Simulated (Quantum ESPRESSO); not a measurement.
Si2Mo under changes of volume

One of the cells (13.416 Å³/atom); the others are scaled copies at fixed shape and fractional positions:

```
Mo Si
1.0
    -1.60000    1.60000    3.93050
     1.60000   -1.60000    3.93050
     1.60000    1.60000   -3.93050
Mo Si
1 2
Cartesian
  0.0000 0.0000 0.0000
  0.0000 0.0000 5.2433
  0.0000 0.0000 2.6177
```

- Program: Quantum ESPRESSO 7.5
- Functional: r2SCAN
- Potentials or basis: SG15 PBE 1.2
- Cutoff: 952 eV
- Density cutoff: 3810 eV
- k mesh: 6 × 6 × 6
- Occupations: fermi-dirac, width 0.05 eV
- Spin: no spin polarisation

| volume (Å³/atom) | energy over the lowest point (meV/atom) | pressure (GPa) | largest force (eV/Å) |
| --- | --- | --- | --- |
| 12.611 | 34.79 | 15.1 | 0.256 |
| 12.879 | 14.42 | 9.3 | 0.295 |
| 13.148 | 3.14 | 4.2 | 0.333 |
| 13.416 | 0.00 | -0.4 | 0.369 |
| 13.684 | 4.18 | -4.5 | 0.402 |
| 13.953 | ? | ? | ? |
| 14.221 | 31.57 | -11.6 | 0.464 |

**Question.** What does the run at 13.953 Å³/atom give?

**Answer.** Energy over the lowest point 14.93 meV/atom; pressure -8.2 GPa; largest force 0.434 eV/Å.

Worked out: A Birch-Murnaghan fit of order 3 (a polynomial in V^(-2/3)) to the other rows has its minimum at 13.39 Å³/atom with B0 = V·E''(V) = 220 GPa and B' = 4.4 at fixed shape and positions, which overstates the stiffness. It gives 14.95 meV/atom at 13.953 Å³/atom, against the run's 14.93, and -dE/dV = -8.2 GPa, against -8.2.

Energies are extrapolated to zero smearing.

Caveats: all runs use coarse meshes; the potentials were made for another functional, which shifts forces and pressure.
